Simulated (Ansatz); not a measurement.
Rows from a G0W0 calculation on O on the S site in CdS (32-atom cell) (Ansatz 0.2.0; G0W0 on LDA, plane waves, PAW; PAW set soft_1; 2×2×2 mesh, 1185 empty bands, screening to 112 eV, PAW set soft_1 files), in eV. Spin-orbit coupling is left out.

```
row      Σx     Σc     Vxc     Z
  A   -8.32  -4.11  -13.03  0.73
  B   -8.97  -4.00  -13.53  0.72
  C  -20.75   2.48  -18.04  0.70
  D   -8.72  -3.89  -13.15  0.73
  E   -8.98  -3.46  -12.92  0.74
  F  -20.35   2.27  -17.88  0.70
```

Question: Which rows are filled states and which are empty ones, and how can one tell?

Filled: C and F. Empty: A, B, D and E. The sign of Σc tells: for a filled state bare exchange, which holds its interaction with itself, lies below Vxc (Σx − Vxc is -2.5 eV or lower here) and screening gives part back as a positive Σc. For an empty state Σx lies above Vxc (+3.9 eV or more) and the Coulomb hole leaves Σc negative.

[Paths, hosts, dates, memory and timing lines, banners, echoed tables and standing remarks are left out of the program output.]

[Logs are printed without paths, hosts, clocks, repeated set-up lines and the standing remarks that a program may print on its own settings, such as how far it seeks lower states.]

[Runs of the session that timed out or met a known fault of the program may be left out.]

[Cells called generated may have been cut or substituted from an entry of the Crystallography Open Database or the Materials Project.]

[Hosts, paths, dates, database ids (printed as entryN), source tags and the programs' standing remarks are cut or masked in the printed files.]
